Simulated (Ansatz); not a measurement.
## Ag in Ansatz: the effect of functional

Crystal: Ag.

```xyz
2
Lattice="2.8702 0.0000 0.0000 -1.4351 2.4857 0.0000 0.0000 0.0000 4.6922" Properties=species:S:1:pos:R:3 pbc="T T T"
Ag    1.4351    0.8286    3.5192
Ag    0.0000    1.6571    1.1731
```

This isn't the form of Ag at room conditions, which is fcc.

The cell isn't the ideal one: volume scaled by 0.94.

Alike in all runs:

```yaml
Program: Ansatz 0.2.0
Task: single point
Potentials_or_basis: Ansatz PAW
k_mesh: 10 × 10 × 6
Occupations: fermi-dirac, width 0.05 eV
Spin: no spin polarisation
```

| functional | cutoff | pressure (GPa) |
| --- | --- | --- |
| LDA | 420 eV (not typed: the program's choice for these potentials) | ? |
| PBEsol | 420 eV (not typed: the program's choice for these potentials) | -0.1 |
| r2SCAN | 500 eV (not typed: the program's choice for these potentials) | 4.2 |

**Question.** What does the run with functional LDA give?

**Answer.** Pressure -4.9 GPa.

Caveats: the PAW data sets come from PBE, with cores solved anew for the run's functional, which leaves a small shift of forces and pressure.
